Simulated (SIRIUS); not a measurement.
# ZrB2 (P6/mmm) in SIRIUS: notebook, part 5 of 5

SIRIUS 7.12.0.

**9. Equation of state, PW91, 10.45 Å³/atom (volume scaled by 1.02)**

sirius.json reads:

```json
{
  "control": {
    "processing_unit": "cpu",
    "std_evp_solver_name": "lapack",
    "gen_evp_solver_name": "lapack",
    "verbosity": 2,
    "print_forces": false,
    "ortho_rf": true,
    "use_second_variation": true,
    "rmt_max": 3.0,
    "num_bands_to_print": 24,
    "save_wf": true
  },
  "parameters": {
    "electronic_structure_method": "full_potential_lapwlo",
    "xc_functionals": ["XC_GGA_X_PW91", "XC_GGA_C_PW91"],
    "core_relativity": "dirac",
    "valence_relativity": "iora",
    "num_fv_states": 24,
    "smearing": "fermi_dirac",
    "smearing_width": 0.0018374661,
    "pw_cutoff": 20,
    "gk_cutoff": 3.92,
    "lmax_apw": 11,
    "lmax_rho": 8,
    "lmax_pot": 8,
    "num_mag_dims": 0,
    "auto_rmt": 0,
    "ngridk": [10, 10, 8],
    "shiftk": [0, 0, 0],
    "num_dft_iter": 80,
    "energy_tol": 1e-07,
    "density_tol": 1e-05,
    "use_symmetry": true
  },
  "settings": {"tol_ne": 1e-10},
  "iterative_solver": {"type": "exact"},
  "mixer": {"type": "anderson", "beta": 0.5, "max_history": 8},
  "unit_cell": {
    "lattice_vectors": [[6.0301047051, 0.0, 0.0], [-3.0150523526, 5.2222238622, 0.0], [0.0, 0.0, 6.7206182723]],
    "atom_types": ["B", "Zr"],
    "atom_files": {"B": "B.json", "Zr": "Zr.json"},
    "atoms": {"B": [[0.6666666667, 0.3333333333, 0.5], [0.3333333333, 0.6666666667, 0.5]], "Zr": [[0.0, 0.0, 0.0]]}
  }
}
```

B.json reads:

```json
{
  "name": "boron",
  "symbol": "B",
  "number": 5,
  "mass": 10.811,
  "rmin": 1e-06,
  "rmt": 1.66,
  "nrmt": 800,
  "rinf": 17.81,
  "core": "1s",
  "valence": [
    {"basis": [{"enu": 0.23, "dme": 0, "n": 0, "auto": 0}, {"enu": 0.23, "dme": 1, "n": 0, "auto": 0}]},
    {"l": 0, "n": 1, "basis": [{"enu": 0.2759, "dme": 0, "n": 0, "auto": 0}]},
    {"l": 1, "n": 2, "basis": [{"enu": 0.33, "dme": 0, "n": 0, "auto": 0}]},
    {"l": 2, "n": 3, "basis": [{"enu": 0.33, "dme": 0, "n": 0, "auto": 0}]},
    {"l": 3, "n": 4, "basis": [{"enu": 0.33, "dme": 0, "n": 0, "auto": 0}]}
  ],
  "lo": [
    {
      "l": 0,
      "basis": [{"enu": 0.2759, "dme": 0, "n": 0, "auto": 0}, {"enu": 0.2759, "dme": 1, "n": 0, "auto": 0}]
    },
    {
      "l": 0,
      "basis": [{"enu": 0.2759, "dme": 1, "n": 0, "auto": 0}, {"enu": 0.2759, "dme": 2, "n": 0, "auto": 0}]
    },
    {
      "l": 0,
      "basis": [{"enu": 0.2759, "dme": 0, "n": 0, "auto": 0}, {"enu": 4.6307, "dme": 0, "n": 0, "auto": 0}]
    },
    {"l": 1, "basis": [{"enu": 0.33, "dme": 0, "n": 0, "auto": 0}, {"enu": 0.33, "dme": 1, "n": 0, "auto": 0}]},
    {"l": 1, "basis": [{"enu": 0.33, "dme": 1, "n": 0, "auto": 0}, {"enu": 0.33, "dme": 2, "n": 0, "auto": 0}]},
    {"l": 1, "basis": [{"enu": 0.33, "dme": 0, "n": 0, "auto": 0}, {"enu": 5.338, "dme": 0, "n": 0, "auto": 0}]},
    {"l": 2, "basis": [{"enu": 0.33, "dme": 0, "n": 0, "auto": 0}, {"enu": 0.33, "dme": 1, "n": 0, "auto": 0}]},
    {"l": 2, "basis": [{"enu": 0.33, "dme": 1, "n": 0, "auto": 0}, {"enu": 0.33, "dme": 2, "n": 0, "auto": 0}]},
    {"l": 2, "basis": [{"enu": 0.33, "dme": 0, "n": 0, "auto": 0}, {"enu": 5.9912, "dme": 0, "n": 0, "auto": 0}]},
    {"l": 3, "basis": [{"enu": 0.33, "dme": 0, "n": 0, "auto": 0}, {"enu": 0.33, "dme": 1, "n": 0, "auto": 0}]}
  ],
  "free_atom": [... radial grid and density of the free atom, the start of the SCF ...]
}
```

Zr.json reads:

```json
{
  "name": "zirconium",
  "symbol": "Zr",
  "number": 40,
  "mass": 91.224,
  "rmin": 1e-06,
  "rmt": 2.43,
  "nrmt": 800,
  "rinf": 17.42,
  "core": "1s2s2p3s3p",
  "valence": [
    {"basis": [{"enu": 0.23, "dme": 0, "n": 0, "auto": 0}, {"enu": 0.23, "dme": 1, "n": 0, "auto": 0}]},
    {"l": 0, "n": 1, "basis": [{"enu": 0.33, "dme": 0, "n": 0, "auto": 0}]},
    {"l": 1, "n": 2, "basis": [{"enu": 0.33, "dme": 0, "n": 0, "auto": 0}]},
    {"l": 2, "n": 3, "basis": [{"enu": 0.33, "dme": 0, "n": 0, "auto": 0}]},
    {"l": 3, "n": 4, "basis": [{"enu": 0.33, "dme": 0, "n": 0, "auto": 0}]}
  ],
  "lo": [
    {"l": 0, "basis": [{"enu": 0.33, "dme": 0, "n": 0, "auto": 0}, {"enu": 0.33, "dme": 1, "n": 0, "auto": 0}]},
    {
      "l": 0,
      "basis": [{"enu": -1.5312, "dme": 0, "n": 4, "auto": 1}, {"enu": -1.5312, "dme": 1, "n": 4, "auto": 1}]
    },
    {
      "l": 0,
      "basis": [{"enu": -1.5312, "dme": 1, "n": 4, "auto": 1}, {"enu": 0.33, "dme": 0, "n": 0, "auto": 0}]
    },
    {"l": 0, "basis": [{"enu": 0.33, "dme": 0, "n": 0, "auto": 0}, {"enu": 3.0396, "dme": 0, "n": 0, "auto": 0}]},
    {"l": 1, "basis": [{"enu": 0.33, "dme": 0, "n": 0, "auto": 0}, {"enu": 0.33, "dme": 1, "n": 0, "auto": 0}]},
    {
      "l": 1,
      "basis": [{"enu": -0.7259, "dme": 0, "n": 4, "auto": 1}, {"enu": -0.7259, "dme": 1, "n": 4, "auto": 1}]
    },
    {
      "l": 1,
      "basis": [{"enu": -0.7259, "dme": 1, "n": 4, "auto": 1}, {"enu": 0.33, "dme": 0, "n": 0, "auto": 0}]
    },
    {"l": 1, "basis": [{"enu": 0.33, "dme": 0, "n": 0, "auto": 0}, {"enu": 3.4461, "dme": 0, "n": 0, "auto": 0}]},
    {"l": 2, "basis": [{"enu": 0.33, "dme": 0, "n": 0, "auto": 0}, {"enu": 0.33, "dme": 1, "n": 0, "auto": 0}]},
    {"l": 2, "basis": [{"enu": 0.33, "dme": 1, "n": 0, "auto": 0}, {"enu": 0.33, "dme": 2, "n": 0, "auto": 0}]},
    {
      "l": 2,
      "basis": [{"enu": -5.9626, "dme": 0, "n": 3, "auto": 1}, {"enu": -5.9626, "dme": 1, "n": 3, "auto": 1}]
    },
    {"l": 2, "basis": [{"enu": 0.33, "dme": 0, "n": 0, "auto": 0}, {"enu": 2.9719, "dme": 0, "n": 0, "auto": 0}]},
    {"l": 3, "basis": [{"enu": 0.33, "dme": 0, "n": 0, "auto": 0}, {"enu": 0.33, "dme": 1, "n": 0, "auto": 0}]},
    {"l": 3, "basis": [{"enu": 0.33, "dme": 0, "n": 0, "auto": 0}, {"enu": 3.2767, "dme": 0, "n": 0, "auto": 0}]}
  ],
  "free_atom": [... radial grid and density of the free atom, the start of the SCF ...]
}
```

sirius_start.json reads:

```json
{
  "control": {
    "processing_unit": "cpu",
    "std_evp_solver_name": "lapack",
    "gen_evp_solver_name": "lapack",
    "verbosity": 1,
    "print_forces": false,
    "ortho_rf": true,
    "use_second_variation": true,
    "rmt_max": 3.0,
    "num_bands_to_print": 24,
    "save_wf": false
  },
  "parameters": {
    "electronic_structure_method": "full_potential_lapwlo",
    "xc_functionals": ["XC_LDA_X", "XC_LDA_C_PW"],
    "core_relativity": "dirac",
    "valence_relativity": "iora",
    "num_fv_states": 24,
    "smearing": "fermi_dirac",
    "smearing_width": 0.0055123983,
    "pw_cutoff": 20,
    "gk_cutoff": 3.13,
    "lmax_apw": 11,
    "lmax_rho": 8,
    "lmax_pot": 8,
    "num_mag_dims": 0,
    "auto_rmt": 0,
    "ngridk": [4, 4, 3],
    "shiftk": [0, 0, 0],
    "num_dft_iter": 30,
    "energy_tol": 0.01,
    "density_tol": 0.05,
    "use_symmetry": true
  },
  "settings": {"tol_ne": 1e-10},
  "iterative_solver": {"type": "exact"},
  "mixer": {"type": "anderson", "beta": 0.5, "max_history": 8},
  "unit_cell": {
    "lattice_vectors": [[6.0301047051, 0.0, 0.0], [-3.0150523526, 5.2222238622, 0.0], [0.0, 0.0, 6.7206182723]],
    "atom_types": ["B", "Zr"],
    "atom_files": {"B": "B.json", "Zr": "Zr.json"},
    "atoms": {"B": [[0.6666666667, 0.3333333333, 0.5], [0.3333333333, 0.6666666667, 0.5]], "Zr": [[0.0, 0.0, 0.0]]}
  }
}
```

Potentials or basis: all-electron FP-LAPW, apw+lo standard.

On the command line:

```
OMP_NUM_THREADS=1 sirius.scf --input=sirius_start.json --output=start.json
OMP_NUM_THREADS=1 sirius.scf --input=sirius.json --output=output.json --task=1
```

It took 2.7 min on 1 thread of Arm Neoverse V1, shared host; peak memory 0.62 GiB.

The run converged. Its results:

```yaml
Free_energy: -99314.1328 eV
Band_gap_on_the_k_mesh: none (metal or under the smearing width)
All_electrons_inside_the_program's_atomic_spheres: Zr 37.70; B 3.68 (radii B 1.66, Zr 2.43 bohr)
```

**10. Equation of state, PW91, 10.66 Å³/atom (volume scaled by 1.04)**

Edit sirius.json of step 9 so:

```diff
@@ -39,3 +39,3 @@
   "unit_cell": {
-    "lattice_vectors": [[6.0301047051, 0.0, 0.0], [-3.0150523526, 5.2222238622, 0.0], [0.0, 0.0, 6.7206182723]],
+    "lattice_vectors": [[6.0692623264, 0.0, 0.0], [-3.0346311633, 5.2561353569, 0.0], [0.0, 0.0, 6.7642598735]],
     "atom_types": ["B", "Zr"],
```

B.json is that of step 9.

Zr.json is that of step 9.

Edit sirius_start.json of step 9 so:

```diff
@@ -39,3 +39,3 @@
   "unit_cell": {
-    "lattice_vectors": [[6.0301047051, 0.0, 0.0], [-3.0150523526, 5.2222238622, 0.0], [0.0, 0.0, 6.7206182723]],
+    "lattice_vectors": [[6.0692623264, 0.0, 0.0], [-3.0346311633, 5.2561353569, 0.0], [0.0, 0.0, 6.7642598735]],
     "atom_types": ["B", "Zr"],
```

On the command line:

```
OMP_NUM_THREADS=1 sirius.scf --input=sirius_start.json --output=start.json
OMP_NUM_THREADS=1 sirius.scf --input=sirius.json --output=output.json --task=1
```

Run time: 1.9 min. Hardware: 1 thread of Arm Neoverse V1, shared host; peak memory 0.62 GiB.

The run converged. Its results:

```yaml
Free_energy: -99314.1100 eV
Band_gap_on_the_k_mesh: none (metal or under the smearing width)
All_electrons_inside_the_program's_atomic_spheres: Zr 37.67; B 3.66 (radii B 1.66, Zr 2.43 bohr)
```

**11. Equation of state, PW91, 10.86 Å³/atom (volume scaled by 1.06)**

Edit sirius.json of step 10 so:

```diff
@@ -39,3 +39,3 @@
   "unit_cell": {
-    "lattice_vectors": [[6.0692623264, 0.0, 0.0], [-3.0346311633, 5.2561353569, 0.0], [0.0, 0.0, 6.7642598735]],
+    "lattice_vectors": [[6.1079210905, 0.0, 0.0], [-3.0539605452, 5.2896148287, 0.0], [0.0, 0.0, 6.8073454929]],
     "atom_types": ["B", "Zr"],
```

B.json reads:

```json
{
  "name": "boron",
  "symbol": "B",
  "number": 5,
  "mass": 10.811,
  "rmin": 1e-06,
  "rmt": 1.66,
  "nrmt": 800,
  "rinf": 17.81,
  "core": "1s",
  "valence": [
    {"basis": [{"enu": 0.22, "dme": 0, "n": 0, "auto": 0}, {"enu": 0.22, "dme": 1, "n": 0, "auto": 0}]},
    {"l": 0, "n": 1, "basis": [{"enu": 0.2659, "dme": 0, "n": 0, "auto": 0}]},
    {"l": 1, "n": 2, "basis": [{"enu": 0.32, "dme": 0, "n": 0, "auto": 0}]},
    {"l": 2, "n": 3, "basis": [{"enu": 0.32, "dme": 0, "n": 0, "auto": 0}]},
    {"l": 3, "n": 4, "basis": [{"enu": 0.32, "dme": 0, "n": 0, "auto": 0}]}
  ],
  "lo": [
    {
      "l": 0,
      "basis": [{"enu": 0.2659, "dme": 0, "n": 0, "auto": 0}, {"enu": 0.2659, "dme": 1, "n": 0, "auto": 0}]
    },
    {
      "l": 0,
      "basis": [{"enu": 0.2659, "dme": 1, "n": 0, "auto": 0}, {"enu": 0.2659, "dme": 2, "n": 0, "auto": 0}]
    },
    {
      "l": 0,
      "basis": [{"enu": 0.2659, "dme": 0, "n": 0, "auto": 0}, {"enu": 4.6207, "dme": 0, "n": 0, "auto": 0}]
    },
    {"l": 1, "basis": [{"enu": 0.32, "dme": 0, "n": 0, "auto": 0}, {"enu": 0.32, "dme": 1, "n": 0, "auto": 0}]},
    {"l": 1, "basis": [{"enu": 0.32, "dme": 1, "n": 0, "auto": 0}, {"enu": 0.32, "dme": 2, "n": 0, "auto": 0}]},
    {"l": 1, "basis": [{"enu": 0.32, "dme": 0, "n": 0, "auto": 0}, {"enu": 5.328, "dme": 0, "n": 0, "auto": 0}]},
    {"l": 2, "basis": [{"enu": 0.32, "dme": 0, "n": 0, "auto": 0}, {"enu": 0.32, "dme": 1, "n": 0, "auto": 0}]},
    {"l": 2, "basis": [{"enu": 0.32, "dme": 1, "n": 0, "auto": 0}, {"enu": 0.32, "dme": 2, "n": 0, "auto": 0}]},
    {"l": 2, "basis": [{"enu": 0.32, "dme": 0, "n": 0, "auto": 0}, {"enu": 5.9812, "dme": 0, "n": 0, "auto": 0}]},
    {"l": 3, "basis": [{"enu": 0.32, "dme": 0, "n": 0, "auto": 0}, {"enu": 0.32, "dme": 1, "n": 0, "auto": 0}]}
  ],
  "free_atom": [... radial grid and density of the free atom, the start of the SCF ...]
}
```

Zr.json reads:

```json
{
  "name": "zirconium",
  "symbol": "Zr",
  "number": 40,
  "mass": 91.224,
  "rmin": 1e-06,
  "rmt": 2.43,
  "nrmt": 800,
  "rinf": 17.42,
  "core": "1s2s2p3s3p",
  "valence": [
    {"basis": [{"enu": 0.22, "dme": 0, "n": 0, "auto": 0}, {"enu": 0.22, "dme": 1, "n": 0, "auto": 0}]},
    {"l": 0, "n": 1, "basis": [{"enu": 0.32, "dme": 0, "n": 0, "auto": 0}]},
    {"l": 1, "n": 2, "basis": [{"enu": 0.32, "dme": 0, "n": 0, "auto": 0}]},
    {"l": 2, "n": 3, "basis": [{"enu": 0.32, "dme": 0, "n": 0, "auto": 0}]},
    {"l": 3, "n": 4, "basis": [{"enu": 0.32, "dme": 0, "n": 0, "auto": 0}]}
  ],
  "lo": [
    {"l": 0, "basis": [{"enu": 0.32, "dme": 0, "n": 0, "auto": 0}, {"enu": 0.32, "dme": 1, "n": 0, "auto": 0}]},
    {
      "l": 0,
      "basis": [{"enu": -1.5412, "dme": 0, "n": 4, "auto": 1}, {"enu": -1.5412, "dme": 1, "n": 4, "auto": 1}]
    },
    {
      "l": 0,
      "basis": [{"enu": -1.5412, "dme": 1, "n": 4, "auto": 1}, {"enu": 0.32, "dme": 0, "n": 0, "auto": 0}]
    },
    {"l": 0, "basis": [{"enu": 0.32, "dme": 0, "n": 0, "auto": 0}, {"enu": 3.0296, "dme": 0, "n": 0, "auto": 0}]},
    {"l": 1, "basis": [{"enu": 0.32, "dme": 0, "n": 0, "auto": 0}, {"enu": 0.32, "dme": 1, "n": 0, "auto": 0}]},
    {
      "l": 1,
      "basis": [{"enu": -0.7359, "dme": 0, "n": 4, "auto": 1}, {"enu": -0.7359, "dme": 1, "n": 4, "auto": 1}]
    },
    {
      "l": 1,
      "basis": [{"enu": -0.7359, "dme": 1, "n": 4, "auto": 1}, {"enu": 0.32, "dme": 0, "n": 0, "auto": 0}]
    },
    {"l": 1, "basis": [{"enu": 0.32, "dme": 0, "n": 0, "auto": 0}, {"enu": 3.4361, "dme": 0, "n": 0, "auto": 0}]},
    {"l": 2, "basis": [{"enu": 0.32, "dme": 0, "n": 0, "auto": 0}, {"enu": 0.32, "dme": 1, "n": 0, "auto": 0}]},
    {"l": 2, "basis": [{"enu": 0.32, "dme": 1, "n": 0, "auto": 0}, {"enu": 0.32, "dme": 2, "n": 0, "auto": 0}]},
    {
      "l": 2,
      "basis": [{"enu": -5.9726, "dme": 0, "n": 3, "auto": 1}, {"enu": -5.9726, "dme": 1, "n": 3, "auto": 1}]
    },
    {"l": 2, "basis": [{"enu": 0.32, "dme": 0, "n": 0, "auto": 0}, {"enu": 2.9619, "dme": 0, "n": 0, "auto": 0}]},
    {"l": 3, "basis": [{"enu": 0.32, "dme": 0, "n": 0, "auto": 0}, {"enu": 0.32, "dme": 1, "n": 0, "auto": 0}]},
    {"l": 3, "basis": [{"enu": 0.32, "dme": 0, "n": 0, "auto": 0}, {"enu": 3.2667, "dme": 0, "n": 0, "auto": 0}]}
  ],
  "free_atom": [... radial grid and density of the free atom, the start of the SCF ...]
}
```

Edit sirius_start.json of step 10 so:

```diff
@@ -39,3 +39,3 @@
   "unit_cell": {
-    "lattice_vectors": [[6.0692623264, 0.0, 0.0], [-3.0346311633, 5.2561353569, 0.0], [0.0, 0.0, 6.7642598735]],
+    "lattice_vectors": [[6.1079210905, 0.0, 0.0], [-3.0539605452, 5.2896148287, 0.0], [0.0, 0.0, 6.8073454929]],
     "atom_types": ["B", "Zr"],
```

On the command line:

```
OMP_NUM_THREADS=1 sirius.scf --input=sirius_start.json --output=start.json
OMP_NUM_THREADS=1 sirius.scf --input=sirius.json --output=output.json --task=1
```

Run time: 1.9 min. Hardware: 1 thread of Arm Neoverse V1, shared host; peak memory 0.63 GiB.

Results (log left out):

```
Free energy                                       : -99314.0721 eV
Band gap on the k mesh                            : none (metal or under the smearing width)
All electrons inside the program's atomic spheres : Zr 37.64; B 3.64 (radii B 1.66, Zr 2.43 bohr)
```

**12. Equation of state, PW91**

Potentials or basis: all-electron FP-LAPW, apw+lo standard.

This step only gathers the single runs of the series.

Results:

```
Equilibrium volume                        : 10.29 Å³/atom
Bulk modulus at fixed shape and positions : 239 GPa
Pressure derivative of the bulk modulus   : 3.9 (rough: it moves with the points fitted)
```

Energy against volume, from the lowest point:
```tsv
volume (Å³/atom)	energy (meV/atom)
9.634	34.27
9.839	15.42
10.044	4.35
10.249	0.00
10.454	1.75
10.659	9.33
10.864	21.97
```

Caveat: the cell was scaled at fixed shape and fractional positions, which overstates the stiffness of a crystal with free parameters, most of all of layers and chains.
